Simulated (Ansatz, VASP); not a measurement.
This is a calculation of Al2Ru for Ansatz 0.2.0.

input.yaml

```yaml
crystal:
  lattice:
    - [-1.56042162, 1.56042162, 4.22180559]
    - [1.56042162, -1.56042162, 4.22180559]
    - [1.56042162, 1.56042162, -4.22180559]
  atoms:
    - { symbol: Ru, position: [0.01481, 0.001988, 0.003292] }
    - { symbol: Al, position: [0.33971, 0.338509, -0.003242] }
    - { symbol: Al, position: [0.655653, 0.642512, -0.017763] }
hamiltonian:
  xc: pbesol
  pseudopotentials: { kind: paw }
kpoints:
  mp_grid: { grid: [12, 12, 12] }
scf:
  occupations: { method: fermi_dirac, width: 0.05 }
output:
  forces: true
  stress: true
  eigenvalues: true
```

Potentials or basis: Ansatz PAW.

Run with:

```bash
$ ansatz run input.yaml --threads 1 --pin off --max-ram 3584MiB --backend cpu --events-out ev --progress --plain --runs-dir out
```

Translate it to VASP 6.6.1. Potentials there: VASP PAW PBE potentials, release 64 (Ru_pv, Al).

As run (the cutoff follows the program's own potentials):

File INCAR:

```
  PREC = Accurate
  ENCUT = 520
  EDIFF = 1E-7
  ISMEAR = -1
  SIGMA = 0.05
  LREAL = False
  LASPH = True
  NELM = 80
  ALGO = Normal
  ISIF = 2
  LWAVE = False
  LCHARG = False
  GGA = PS
  NBANDS = 17
```

The input KPOINTS:

```
regular mesh
0
Gamma
  12 12 12
```

Contents of POSCAR:

```
Al2Ru
1.0
   -1.5604216200      1.5604216200      4.2218055900
    1.5604216200     -1.5604216200      4.2218055900
    1.5604216200      1.5604216200     -4.2218055900
Ru Al
1 2
Direct
    0.0148100000      0.0019880000      0.0032920000
    0.3397100000      0.3385090000     -0.0032420000
    0.6556530000      0.6425120000     -0.0177630000
```

Potentials or basis: VASP PAW PBE potentials, release 64 (Ru_pv, Al).

Launch:

```bash
$ cat potpaw_PBE.64/Ru_pv/POTCAR potpaw_PBE.64/Al/POTCAR > POTCAR
$ mpirun -np 1 vasp_std > vasp.out
```

Both were run:

|  | VASP | Ansatz | Ansatz less VASP |
| --- | --- | --- | --- |
| gap on the k mesh at the Fermi level (eV) | none | none | - |
| pressure (GPa) | 0.1 | 0.0 | -0.07 |
| largest component of the traceless stress (GPa) | 0.20 | 0.20 | -0.002 |
| rms of the force components (eV/Å) | 0.274 | 0.272 | -0.0024 |

Atom by atom the forces differ by 0.002 eV/Å (rms over components). A gap of «none» marks a metal or a gap that the smearing closes. The functional is the same, so the differences come from potentials, cutoffs and numerics. The two sets of potentials don't hold the same shells in valence.

Caveats: the PAW data sets were made with another functional, which shifts forces and pressure a little (VASP); the PAW data sets come from PBE, with cores solved anew for the run's functional, which leaves a small shift of forces and pressure (Ansatz).
